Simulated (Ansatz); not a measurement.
# Levels of theory for CdF2 (fluorite sites, Fm-3m)

All numbers come from the plane-wave code Ansatz. Simulation only: non-magnetic, and no claim that this is the phase found in nature.

Structure: CdF2 on the sites of the fluorite structure (relaxed group Fm-3m), at its r2SCAN minimum. Space group Fm-3m (No. 225), cubic; a = 5.388 Å in the conventional setting, 13.04 Å³ an atom. Cd has 8 F at 2.33 Å; F has 4 Cd at 2.33 Å.

```
CELL_PARAMETERS angstrom
0.00000 2.69418 2.69418
2.69418 0.00000 2.69418
2.69418 2.69418 0.00000
ATOMIC_POSITIONS crystal
Cd 0.00000 0.00000 0.00000
F 0.75000 0.75000 0.75000
F 0.25000 0.25000 0.25000
```

Relaxed lattice by functional, symmetry kept:

| functional | k mesh | a (Å) | volume (Å³/atom) |
| --- | --- | --- | --- |
| PBE | 8×8×8 | 5.482 | 13.73 |
| r2SCAN | 8×8×8 | 5.388 | 13.04 |
| PBEsol | 8×8×8 | 5.384 | 13.01 |

Gaps on the r2SCAN cell, each the least over its mesh and the special points:
```tsv
level	k mesh	gap (eV)	kind	edges	least direct gap (eV)
PBE	8×8×8	3.10	indirect	W → Γ	3.60
PBE+SOC	8×8×8	3.10	indirect	W → Γ	3.51
r2SCAN	8×8×8	3.79	indirect	W → Γ	4.31
HSE06	6×6×6	5.21	indirect	W → Γ	5.79
PBE0	6×6×6	5.96	indirect	W → Γ	6.54
```
PBE: smearing of 0.02 eV; the others have fixed occupations.
Wave cutoffs: 420 eV, 500 eV (r2SCAN).

The HSE06 gap is indirect, 5.21 eV (W to Γ), below the direct gap of 5.79 eV at Γ. Spin-orbit coupling changes the PBE gap by 0.00 eV, to 3.10 eV.

r2SCAN covers 33 % of the step from PBE to HSE06. For gaps to 0.1 eV, spin-orbit coupling (up to 0.09 eV here) is at the margin. All these functionals give a gap of the same kind, indirect.

r2SCAN (ground state on 6×6×6): The clamped-ion dielectric constant comes out as 2.65 in all directions. Born charges, averaged over directions: Cd +2.44, F -1.22 e.

On the PBEsol cell (a = 5.384 Å), with PBEsol: All optical modes at Γ are real, from 215 to 301 cm⁻¹ without the longitudinal term; this says nothing of other wave vectors. With the long-range field the highest mode reaches 373 cm⁻¹. ε∞: 2.91 in all directions. With the ions relaxed, ε⁰ is 8.8 in all directions. Born charges, averaged over directions: Cd +2.47, F -1.23 e.

Only the levels marked +SOC include spin-orbit coupling.

The meshes of the hybrids are coarse, so their gaps aren't converged to the digits shown.
